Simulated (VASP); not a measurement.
A run of VASP 6.6.1 is set up as follows.

The input INCAR:

```
PREC = Accurate ; ENCUT = 300
EDIFF = 1E-7 ; ISMEAR = 0
SIGMA = 0.1 ; LREAL = F
LASPH = T ; NELM = 60
ALGO = Fast ; ISIF = 3
LWAVE = F ; LCHARG = F
GGA = PS ; IBRION = 2
NSW = 90 ; EDIFFG = -0.005
```

File KPOINTS:

```
regular mesh
0
Gamma
  20 20 20
```

The input POSCAR:

```
Rh
1.0
   -1.5110298100      1.5110298100      1.5110298100
    1.5110298100     -1.5110298100      1.5110298100
    1.5110298100      1.5110298100     -1.5110298100
Rh
1
Direct
    0.0000000000      0.0000000000      0.0000000000
```

Potentials or basis: VASP PAW PBE potentials, release 64 (Rh_pv).

Command:

```console
$ cat potpaw_PBE.64/Rh_pv/POTCAR > POTCAR
$ mpirun -np 1 vasp_std > vasp.out
```

What does it give for the relaxed cell?

a = 2.621 Å, b = 2.621 Å, c = 2.621 Å, α = 109.47°, β = 109.47°, γ = 109.47°.

What does it give for the band gap on the k mesh?

None (metal or under the smearing width).

Final structure:
```
CELL_PARAMETERS angstrom
-1.51339 1.51339 1.51339
1.51339 -1.51339 1.51339
1.51339 1.51339 -1.51339
ATOMIC_POSITIONS crystal
Rh 0.00000 0.00000 0.00000
```
